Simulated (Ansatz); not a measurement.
A (012) slab of C (R-3m (No. 166)), 12 planes, outer planes C (top) and C (bottom), with 12 atoms (C12) in a surface cell of A = 9.511 Å², as cut from the bulk:

```
C
1.0
     2.45891    0.00000    0.00000
     0.00000    3.86804    0.00000
     0.00000    0.00000   25.56484
C
12
Direct
  0.50000 0.23052 0.29337
  0.00000 0.16331 0.31921
  0.00000 0.02846 0.37086
  0.50000 0.96125 0.39669
  0.50000 0.82641 0.44834
  0.00000 0.75920 0.47418
  0.00000 0.62435 0.52582
  0.50000 0.55714 0.55166
  0.50000 0.42229 0.60331
  0.00000 0.35508 0.62914
  0.00000 0.22024 0.68079
  0.50000 0.15303 0.70663
```

Theory: Ansatz 0.2.0, DFT PBEsol, scalar-relativistic, plane waves, PAW. Cutoff 420 eV; k points 14×9×1 on the computed 12-atom cell (Γ-centred); Gaussian smearing, width 0.05 eV; no spin polarisation. The cell repeats along c with a dipole correction in the vacuum.

Against the same 12 atoms in the bulk, the slab as cut lies 7.057 eV higher and the relaxed slab 6.806 eV higher.

Q: Work out the surface energy before and after relaxation.

A: The slab has two faces, so γ = (E_slab − N·E_bulk)/(2A), the mean of both. As cut: 7.057/(2 × 9.511) = 0.3710 eV/Å², and 1 eV/Å² = 16.02 J/m², so γ = 5.94 J/m². Relaxed: 6.806/(2 × 9.511) = 0.3578 eV/Å² = 5.73 J/m². Relaxation recovers 4 % of the cost of cutting.

Q: What is the ideal work of this cut, per area?

A: Griffith's ideal work is 2γ: 11.89 J/m² if the new faces stay rigid, 11.46 J/m² if they relax. Other cuts parallel to this plane can cost less. One thickness was run, 12 planes, so γ can still shift with it.

The smearing is narrow for a metal on this mesh.